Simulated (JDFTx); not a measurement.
The system is CuO.

```
CELL_PARAMETERS angstrom
2.55255 0.00000 0.00000
0.00000 2.55255 0.00000
0.00000 0.00000 2.55255
ATOMIC_POSITIONS crystal
Cu 0.00000 0.00000 0.00000
O 0.50000 0.50000 0.50000
```

Measurements of this composition are mostly on another form, of space group No. 15.

- Program: JDFTx 1.7.0 (patched build)
- Task: single point
- Functional: PBE
- Potentials or basis: PseudoDojo-SR-PBE-0.5-standard with smoothed tails
- Cutoff: 1252 eV
- Density cutoff: 10014 eV
- k mesh: 10 × 10 × 10
- Occupations: fermi-dirac, width 0.05 eV
- Spin: no spin polarisation

On this cell: pressure 20.5 GPa; largest force zero by symmetry; band gap on the k mesh none (metal or under the smearing width).

The same run follows on a disturbed copy (atoms moved at random, drawn with an rms of 0.05 Å):

```
Cu O
1.0
     2.55255    0.00000    0.00000
     0.00000    2.55255    0.00000
     0.00000    0.00000    2.55255
Cu O
1 1
Direct
  0.01289 0.00275 0.99633
  0.48376 0.50227 0.50036
```

Q: What does the disturbed cell give?

A: The energy (extrapolated to zero smearing) moves by +3.5 meV/atom; pressure 21.0 GPa; largest force 0.177 eV/Å; band gap on the k mesh none (metal or under the smearing width).

Forces on the atoms (eV/Å):
```
Cu  -0.175 -0.003  0.027
O    0.175  0.003 -0.026
```

Stress tensor (GPa, compression positive):
```
20.91  0.01 -0.04
 0.01 21.11  0.00
-0.04  0.00 21.11
```

Caveats: an odd number of electrons without spin polarisation forces a metal; a magnetic or distorted state may lie lower; the run has no spin polarisation, though such a crystal can be magnetic; semilocal functionals often make such compounds metallic where correlation or magnetic order opens a gap, which also shifts bond lengths.
